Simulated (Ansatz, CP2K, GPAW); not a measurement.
SnO2: 3 runs at one level of theory

```
CELL_PARAMETERS angstrom
4.73800 0.00000 0.00000
0.00000 4.73800 0.00000
0.00000 0.00000 3.18650
ATOMIC_POSITIONS crystal
Sn 0.50000 0.50000 0.50000
Sn 0.00000 0.00000 0.00000
O 0.80710 0.19290 0.50000
O 0.19290 0.80710 0.50000
O 0.30710 0.30710 0.00000
O 0.69290 0.69290 0.00000
```

Alike in all runs: task band structure; functional RPBE; k mesh 6 × 6 × 8; occupations fermi-dirac, width 0.05 eV; no spin polarisation; no spin-orbit coupling. Pressure is positive in compression and, in plane waves, holds the error of the finite cutoff, which Ansatz's Pulay term estimates and takes out. Gaps are the smaller of the mesh's and the band path's.

```csv
program and potentials,plane-wave cutoff (eV),notes,band gap (eV),pressure (GPa),largest force (eV/Å)
"Ansatz, Ansatz PAW",420,"potentials made for PBE, which Ansatz adapts in part; 8.67 valence electrons an atom on average; Pulay term of +0.75 GPa included",1.37,15.36,0.307
"CP2K, POTENTIAL_UZH Sn GTH-PBE-q4, O GTH-PBE-q6; TZVP-MOLOPT-PBE-GTH basis",-,atomic basis; potentials made for PBE; 5.33 valence electrons an atom on average,1.12,15.62,0.340
"GPAW, the program's PAW data sets (release 1.2.1) made for this functional",800,8.67 valence electrons an atom on average,1.40,14.25,0.296
```

Force on atom 3 (O), eV/Å:

```csv
program and potentials,x,y,z
"Ansatz, Ansatz PAW",-0.217,0.217,0.000
"CP2K, POTENTIAL_UZH Sn GTH-PBE-q4, O GTH-PBE-q6; TZVP-MOLOPT-PBE-GTH basis",-0.240,0.240,0.000
"GPAW, the program's PAW data sets (release 1.2.1) made for this functional",-0.209,0.209,0.000
```

The band gap spans 1.12 (CP2K, POTENTIAL_UZH Sn GTH-PBE-q4, O GTH-PBE-q6; TZVP-MOLOPT-PBE-GTH basis) to 1.40 eV (GPAW, the program's PAW data sets (release 1.2.1) made for this functional). The pressure spans 14.25 (GPAW, the program's PAW data sets (release 1.2.1) made for this functional) to 15.62 GPa (CP2K, POTENTIAL_UZH Sn GTH-PBE-q4, O GTH-PBE-q6; TZVP-MOLOPT-PBE-GTH basis). Some sets were made for another functional than the one run, which can shift their rows. The cell lies far from this level's equilibrium. Rows in atomic bases carry the error of their basis and grid, which can be large.

The functional is the same throughout but for its coding, so the spread measures potentials, basis and numerics; runs on potential files found faulty are left out.
